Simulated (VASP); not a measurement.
CdTe in VASP 6.6.1, single-point calculation

INCAR

```
LREAL = .FALSE.
NBANDS = 16
LASPH = .TRUE.
LCHARG = .FALSE.
EDIFF = 1E-7
ENCUT = 250
GGA = PE
LWAVE = .FALSE.
PREC = Accurate
NELM = 54
SIGMA = 0.05
IBRION = -1
ISYM = -1
NSW = 0
ISIF = 2
ISMEAR = 0
```

KPOINTS

```
KPOINTS created by Atomic Simulation Environment
0
Gamma
4 4 4
0 0 0
```

POSCAR

```
Cd Te
 1.0000000000000000
     0.0000000000000000    3.3455542184999998    3.3455542184999998
     3.3455542184999998    0.0000000000000000    3.3455542184999998
     3.3455542184999998    3.3455542184999998    0.0000000000000000
 Cd  Te
   1   1
Cartesian
  0.0000000000000000  0.0000000000000000  0.0000000000000000
  1.6727771092499999  1.6727771092499999  1.6727771092499999
```

The recommended PBE PAW datasets give the neutral cell 18 valence electrons.

Command

```
mpirun -np 1 vasp_std
```

OSZICAR

```
N       E                     dE             d eps       ncg     rms          rms(c)
DAV:   1     0.561025015489E+02    0.56103E+02   -0.56585E+03  2168   0.533E+02
DAV:   2    -0.341780035380E+01   -0.59520E+02   -0.57620E+02  2616   0.160E+02
DAV:   3    -0.497889377874E+01   -0.15611E+01   -0.15598E+01  2320   0.263E+01
DAV:   4    -0.499775682923E+01   -0.18863E-01   -0.18863E-01  3296   0.238E+00
DAV:   5    -0.499783429418E+01   -0.77465E-04   -0.77465E-04  2448   0.103E-01    0.415E+00
DAV:   6    -0.474722447750E+01    0.25061E+00   -0.44133E-01  2360   0.682E+00    0.344E+00
DAV:   7    -0.473298932957E+01    0.14235E-01   -0.10544E-01  2440   0.191E+00    0.146E+00
DAV:   8    -0.473424752824E+01   -0.12582E-02   -0.87258E-03  2392   0.864E-01    0.494E-01
DAV:   9    -0.473477443032E+01   -0.52690E-03   -0.99669E-04  2504   0.258E-01    0.942E-02
DAV:  10    -0.473482408695E+01   -0.49657E-04   -0.76972E-05  2576   0.739E-02    0.514E-02
DAV:  11    -0.473488107475E+01   -0.56988E-04   -0.73011E-05  2464   0.434E-02    0.255E-02
DAV:  12    -0.473488126862E+01   -0.19387E-06   -0.47477E-06  2632   0.137E-02    0.143E-02
DAV:  13    -0.473488143401E+01   -0.16539E-06   -0.51578E-07  2632   0.343E-03    0.632E-03
DAV:  14    -0.473488157169E+01   -0.13769E-06   -0.49658E-07  2584   0.322E-03    0.423E-03
DAV:  15    -0.473488160416E+01   -0.32471E-07   -0.19241E-08  2136   0.823E-04
   1 F= -.47348816E+01 E0= -.47348816E+01  d E =-.379981E-11
```

Standard output (part)

```
POSCAR found type information on POSCAR CdTe
 POSCAR found :  2 types and       2 ions
 LDA part: xc-table for (Slater+PW92), standard interpolation
 POSCAR, INCAR and KPOINTS ok, starting setup
 WAVECAR not read
 entering main loop
```

From OUTCAR

```
k-points           NKPTS =     64   k-points in BZ     NKDIM =     64   number of bands    NBANDS=     16

   NELECT =      18.0000    total number of electrons

   dimension x,y,z NGX =    24 NGY =   24 NGZ =   24
   dimension x,y,z NGXF=    48 NGYF=   48 NGZF=   48

  energy-cutoff  :      250.00
  volume of cell :       74.89
      direct lattice vectors                 reciprocal lattice vectors
     0.000000000  3.345554218  3.345554218    -0.149452069  0.149452069  0.149452069
     3.345554218  0.000000000  3.345554218     0.149452069 -0.149452069  0.149452069
     3.345554218  3.345554218  0.000000000     0.149452069  0.149452069 -0.149452069

 k-points in reciprocal lattice and weights: KPOINTS created by Atomic Simulation Env
   0.00000000  0.00000000  0.00000000       0.016
   0.25000000  0.00000000  0.00000000       0.016
   0.50000000  0.00000000  0.00000000       0.016
  -0.25000000  0.00000000  0.00000000       0.016
   0.00000000  0.25000000  0.00000000       0.016
   0.25000000  0.25000000  0.00000000       0.016
   0.50000000  0.25000000  0.00000000       0.016
  -0.25000000  0.25000000  0.00000000       0.016
   ...

 E-fermi :   1.8076

 k-point     1 :       0.0000    0.0000    0.0000
  band No.  band energies     occupation
      1      -9.1117      2.00000
      2      -6.5134      2.00000
      3      -6.5134      2.00000
      4      -6.5134      2.00000
      5      -6.3297      2.00000
      6      -6.3297      2.00000
      7       1.5577      2.00000
      8       1.5577      2.00000
      9       1.5577      2.00000
     10       2.0231      0.00000
     11       6.1877      0.00000
     12       6.1877      0.00000
     13       6.1877      0.00000
     14       8.8705      0.00000
     15      10.7396      0.00000
     16      10.7396      0.00000

 k-point     2 :       0.2500    0.0000    0.0000
  band No.  band energies     occupation
      1      -8.9554      2.00000
      2      -6.4952      2.00000
      3      -6.4952      2.00000
      4      -6.3460      2.00000
      5      -6.3315      2.00000
      6      -6.3315      2.00000
      7      -0.9433      2.00000
      8       1.2012      2.00000
      9       1.2012      2.00000
     10       3.3553      0.00000
     11       6.6825      0.00000
     12       6.6825      0.00000
     13       6.7380      0.00000
     14       9.8218      0.00000
     15       9.9275      0.00000
     16       9.9275      0.00000

 k-point     3 :       0.5000    0.0000    0.0000
  band No.  band energies     occupation
      1      -8.8038      2.00000
      2      -6.4679      2.00000
      3      -6.4679      2.00000
      4      -6.3186      2.00000
      5      -6.3186      2.00000
      6      -6.0441      2.00000
      7      -2.3712      2.00000
      8       0.9101      2.00000
      9       0.9101      2.00000
     10       3.2545      0.00000
     11       6.7510      0.00000
     12       6.7510      0.00000
     13       8.4983      0.00000
     14       9.8936      0.00000
     15      11.6177      0.00000
     16      11.6177      0.00000

 ...

  Total       -1.9708500     -1.9708504     -1.9708495      0.0001104      0.0001110      0.0001107
  in kB      -42.1628478    -42.1628560    -42.1628370      0.0023625      0.0023745      0.0023673
  external PRESSURE =     -42.1628469 kB  Pullay stress =       0.0000000 kB

 POSITION                                       TOTAL-FORCE (eV/Angst)
 -----------------------------------------------------------------------------------
      0.00000      0.00000      0.00000        -0.000010     -0.000010     -0.000009
      1.67278      1.67278      1.67278         0.000010      0.000010      0.000009
 -----------------------------------------------------------------------------------
    total drift:                                0.000017      0.000018      0.000018

  FREE ENERGIE OF THE ION-ELECTRON SYSTEM (eV)
  ---------------------------------------------------
  free  energy   TOTEN  =        -4.7348816042 eV

  energy  without entropy=       -4.7348816042  energy(sigma->0) =       -4.73488160
```

It converged. Results: gap between bands v and c on the k mesh 0.47 eV; least direct gap on the k mesh 0.47 eV; pressure -4.2 GPa. Band v is the last that the valence electrons fill when counted band by band, and c is the next.

These settings aren't sound, so the numbers aren't properties of the crystal.

On sound settings PBE gives a gap of 0.48 eV on its mesh and a pressure of -1.0 GPa for the intended cell.

The run took about 19 s on one core of a shared host (Intel Xeon Platinum 8488C) and held 0.15 GiB at most.
